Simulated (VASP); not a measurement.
# BN: single point with PBE+D3(BJ)

The system is BN, a slab with vacuum.

```
CELL_PARAMETERS angstrom
2.50612 0.00000 0.00000
-1.25306 2.17037 0.00000
0.00000 0.00000 26.00000
ATOMIC_POSITIONS crystal
B 0.00000 0.00000 0.50000
N 0.66667 0.33333 0.50000
```

```yaml
Program: VASP 6.6.1
Task: single point
Functional: PBE
Dispersion: D3(BJ)
Potentials_or_basis: VASP PAW PBE potentials, release 64 (B, N)
Cutoff: 520 eV
k_mesh: 12 × 12 × 1
Occupations: gaussian, width 0.02 eV
Spin: no spin polarisation
Dipole_correction: yes
Further_INCAR_settings: ALGO = Fast; EDIFF = 1e-06; NBANDS = 11
```

* Band gap on the k mesh: 4.68 eV, direct
* Dispersion energy per atom: -0.077 eV

Levels at points of the mesh, in eV from the valence-band top:
| k point | band 1 | band 2 | band 3 | band 4 | band 5 | band 6 | band 7 | band 8 |
| --- | --- | --- | --- | --- | --- | --- | --- | --- |
| (0.00, 0.00, 0.00) | -17.66 | -5.24 | -1.34 | -1.34 | 4.68 | 5.57 | 5.85 | 6.31 |
| (0.50, 0.00, 0.00) | -14.58 | -8.88 | -4.13 | -0.90 | 4.79 | 9.73 | 12.47 | 12.91 |

It took 64 s on 1 thread of AMD EPYC 7R13 Processor (Zen 3) (shared host), peak memory 0.23 GiB.
